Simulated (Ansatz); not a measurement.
Crystal: Re, fcc type, 1 atom in the cell.

These are results of Ansatz 0.2.0 development build, r²SCAN, plane waves, PAW datasets (earlier set, tuned by hand), not measurements.

Cutoff 560 eV; k-mesh 15×15×15 Γ-centred; Fermi–Dirac smearing of 0.1 eV; no spin polarisation; no spin–orbit coupling.

The fit to the energies gives V₀ = 14.763 Å³/atom (a₀ = 3.894 Å), B₀ = 385 GPa, B₀′ = 4.37.

Problem. What pressure does the program print at V = 15.619 Å³/atom, and how far above the lowest computed point (V = 14.718 Å³/atom) does the energy lie?

Solution. -19.18 GPa and 53.72 meV/atom. All points:

```tsv
V (Å³/atom)	a (Å)	E − E(min) (meV/atom)	P (GPa)
13.817	3.8091	81.99	29.49
14.267	3.8500	21.14	14.19
14.718	3.8902	0.00	1.20
15.168	3.9295	12.57	-9.84
15.619	3.9680	53.72	-19.18
```

The stress includes the program's correction for the finite plane-wave basis.

This cubic structure is a model: it isn't the usual form of the substance at ambient conditions, and such phases are metastable or hypothetical.
